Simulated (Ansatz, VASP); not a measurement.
# Ge in VASP and in Ansatz

```
Ge
1.0
     3.99759    0.00000    0.00000
    -1.99879    3.46201    0.00000
     0.00000    0.00000   25.72929
Ge
8
Direct
  0.33333 0.66667 0.29150
  0.66667 0.33333 0.32376
  0.66667 0.33333 0.41974
  0.33333 0.66667 0.45201
  0.33333 0.66667 0.54799
  0.66667 0.33333 0.58026
  0.66667 0.33333 0.67624
  0.33333 0.66667 0.70850
```

Alike in both runs: task single point; functional PBE; k mesh 8 × 8 × 1; occupations fermi-dirac, width 0.05 eV; no spin polarisation.

|  | VASP | Ansatz |
| --- | --- | --- |
| version | VASP 6.6.1 | Ansatz 0.2.0 |
| potentials or method | VASP PAW PBE potentials, release 64 (Ge_d) | Ansatz PAW |
| plane-wave cutoff (eV) | 520 | 420 |
| valence electrons in the cell | 112 | 112 |

```tsv
	VASP	Ansatz	Ansatz less VASP
gap on the k mesh at the Fermi level (eV)	none	none	-
rms of the force components (eV/Å)	0.106	0.106	-0.0001
work function, face that differs most (eV)	4.60	4.68	+0.082
```

Atom by atom the forces differ by 0.002 eV/Å (rms over components). A gap of «none» marks a metal or a gap that the smearing closes. With one functional, cell and mesh, what is left measures potentials, basis and numerics.
